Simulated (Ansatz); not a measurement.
Cu Kα1 powder pattern (kinematic, no thermal factors).
```json
{"2θ (°)": "26.16", "relative intensity": "25"}
{"2θ (°)": "27.78", "relative intensity": "100"}
{"2θ (°)": "27.80", "relative intensity": "32"}
{"2θ (°)": "37.37", "relative intensity": "3"}
{"2θ (°)": "38.55", "relative intensity": "12"}
{"2θ (°)": "46.16", "relative intensity": "44"}
{"2θ (°)": "46.19", "relative intensity": "50"}
{"2θ (°)": "47.17", "relative intensity": "5"}
{"2θ (°)": "53.83", "relative intensity": "4"}
{"2θ (°)": "54.73", "relative intensity": "14"}
{"2θ (°)": "54.74", "relative intensity": "27"}
{"2θ (°)": "54.77", "relative intensity": "12"}
{"2θ (°)": "60.83", "relative intensity": "4"}
{"2θ (°)": "61.66", "relative intensity": "3"}
{"2θ (°)": "67.36", "relative intensity": "16"}
{"2θ (°)": "68.16", "relative intensity": "1"}
{"2θ (°)": "73.57", "relative intensity": "3"}
{"2θ (°)": "74.33", "relative intensity": "11"}
{"2θ (°)": "74.36", "relative intensity": "5"}
{"2θ (°)": "74.39", "relative intensity": "7"}
{"2θ (°)": "80.36", "relative intensity": "3"}
{"2θ (°)": "85.53", "relative intensity": "7"}
{"2θ (°)": "85.55", "relative intensity": "16"}
{"2θ (°)": "85.61", "relative intensity": "7"}
{"2θ (°)": "86.32", "relative intensity": "1"}
```

The pattern is computed from a structure relaxed with Ansatz 0.2.0, DFT PBE, scalar-relativistic, plane waves, PAW. No spin polarisation. Its elements are Ge, Si.

Task: Give the structure.

Result: Si2Ge.
Space group P-3m1 (No. 164). a = 3.930 Å, b = 3.930 Å, c = 9.618 Å, α = 90.00°, β = 90.00°, γ = 120.00°
| atom | site | symmetry | x | y | z |
| --- | --- | --- | --- | --- | --- |
| Si | 2d | 3m. | 0.3333 | 0.6667 | 0.5399 |
| Si | 2d | 3m. | 0.6667 | 0.3333 | 0.2142 |
| Ge | 2c | 3m. | 0.0000 | 0.0000 | 0.8707 |

A pattern alone doesn't exclude other cells with like lines; this is the one computed.

It was reached by relaxing an invented guess, and it needn't be the stable form of this composition.
